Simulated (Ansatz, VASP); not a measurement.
MgO: VASP beside Ansatz

```
Mg O
1.0
     0.00000    2.06866    2.06866
     2.06866    0.00000    2.06866
     2.06866    2.06866    0.00000
Mg O
1 1
Cartesian
  0.0000 0.0000 0.0000
  2.0687 2.0687 2.0687
```

Change from the starting cell: volume scaled by 0.96.

Alike in both runs: task single point; functional PBE; k mesh 11 × 11 × 11; occupations fermi-dirac, width 0.05 eV; no spin polarisation.

```csv
,VASP,Ansatz
version,VASP 6.6.1,Ansatz 0.2.0
potentials or method,"VASP PAW PBE potentials, release 64 (Mg, O)",Ansatz PAW
plane-wave cutoff (eV),520,420
valence electrons in the cell,8,16
```

|  | VASP | Ansatz | Ansatz less VASP |
| --- | --- | --- | --- |
| gap on the k mesh at the Fermi level (eV) | 5.27 | 5.28 | +0.015 |
| least direct gap on the mesh (eV) | 5.27 | 5.28 | +0.015 |
| pressure (GPa) | 14.0 | 14.7 | +0.68 |

The two sets of potentials don't hold the same shells in valence.

Caveats: odd divisions of the mesh miss points on the zone boundary, where band edges often lie, so the gap on the mesh can be too wide (Ansatz); the pressure holds a Pulay correction of +0.6 GPa for the finite cutoff (Ansatz).
